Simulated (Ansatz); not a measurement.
The system is Ge.

```
Ge
1.0
     0.00000    2.82891    2.82891
     2.82891    0.00000    2.82891
     2.82891    2.82891    0.00000
Ge
2
Cartesian
  4.2434 4.2434 4.2434
  2.8289 2.8289 2.8289
```

Base run:

```yaml
Program: Ansatz 0.2.0
Functional: LDA
Potentials_or_basis: all-electron LAPW, scalar-relativistic
Cutoff: 317 eV
Density_cutoff: 1268 eV
Basis_error_allowed: 0.001 eV/atom
k_mesh: 8 × 8 × 8
Occupations: fermi-dirac, width 0.05 eV
Spin: no spin polarisation
```

Its results: pressure -1.3 GPa.

Problem. The run is repeated on the same cell with these changes: functional from LDA to BLYP. What comes out?

Solution. Pressure 7.4 GPa.

BLYP binds less tightly than LDA, so the same cell stands under more pressure.

Not every run made on this cell is shown here.
